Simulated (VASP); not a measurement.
**Si: relaxation of cell and atoms with PBE**

Si:

```
Si
1.0
     0.00000   -3.08021    3.08021
     3.08021   -3.08021    0.00000
     3.08021    0.00000    3.08021
Si
4
Cartesian
  0.0000 0.0000 0.0000
  1.5401 -1.5401 1.5401
  3.0802 -3.0802 3.0802
  4.6203 -4.6203 4.6203
```

This isn't the form of Si at room conditions, which is diamond.

The cell isn't the ideal one: 4 of 4 Ti sites taken by Si, cell and atoms relaxed.

```
Program                : VASP 6.6.1
Task                   : relaxation of cell and atoms
Functional             : PBE
Potentials or basis    : VASP PAW PBE potentials, release 64 (Si)
Cutoff                 : 600 eV
k mesh                 : 12 × 12 × 12
Occupations            : gaussian, width 0.1 eV
Spin                   : no spin polarisation
Dipole correction      : no
Further INCAR settings : ALGO = Normal; EDIFF = 1e-07; IBRION = 2; EDIFFG = -0.015; NSW = 80; ISIF = 3
```

| Quantity | Value |
| --- | --- |
| Relaxed volume | 14.67 Å³/atom |
| Relaxed cell | a = 4.362 Å, b = 4.362 Å, c = 4.362 Å, α = 60.00°, β = 60.00°, γ = 60.00° |
| Space group after relaxing (to 0.05 Å) | Im-3m (No. 229) |
| Energy gained by relaxing | 0.0 meV/atom |
| Ionic steps | 2 |
| Pressure after relaxing | -0.1 GPa |

The path:
```csv
step,energy change (eV),largest force (eV/Å),pressure (GPa),volume (Å³)
1,0.0000,0.0000,0.33,58.45
2,-0.0002,0.0000,-0.07,58.70
```

Final structure:
```cif
data_structure
_symmetry_space_group_name_H-M 'P 1'
_symmetry_Int_Tables_number 1
_cell_length_a 4.3623
_cell_length_b 4.3623
_cell_length_c 4.3623
_cell_angle_alpha 60.000
_cell_angle_beta 60.000
_cell_angle_gamma 60.000
_cell_volume 58.70
loop_
_atom_site_label
_atom_site_type_symbol
_atom_site_fract_x
_atom_site_fract_y
_atom_site_fract_z
_atom_site_occupancy
Si1 Si 0.00000 0.00000 0.00000 1
Si2 Si 0.25000 0.25000 0.25000 1
Si3 Si 0.50000 0.50000 0.50000 1
Si4 Si 0.75000 0.75000 0.75000 1
```

Levels at points of the mesh, in eV from the Fermi level:
```
           k point  band 6  band 7  band 8  band 9  band 10  band 11
(0.00, 0.00, 0.00)   -2.81   -2.81   -2.81   -2.81    -0.45    -0.45
(0.50, 0.00, 0.00)   -3.75   -3.75   -3.75    2.71     2.71     3.43
(0.50, 0.50, 0.00)   -6.43    2.96    2.96    2.96     2.96     4.94
```

Wall time 39 s on 1 thread of AMD EPYC 9R45 96-Core Processor (Zen 5) (shared host), peak memory 0.19 GiB.

Caveat: the bands computed are all filled at some k points, so no gap is given. PBE usually gives volumes a little too large and moduli too small.
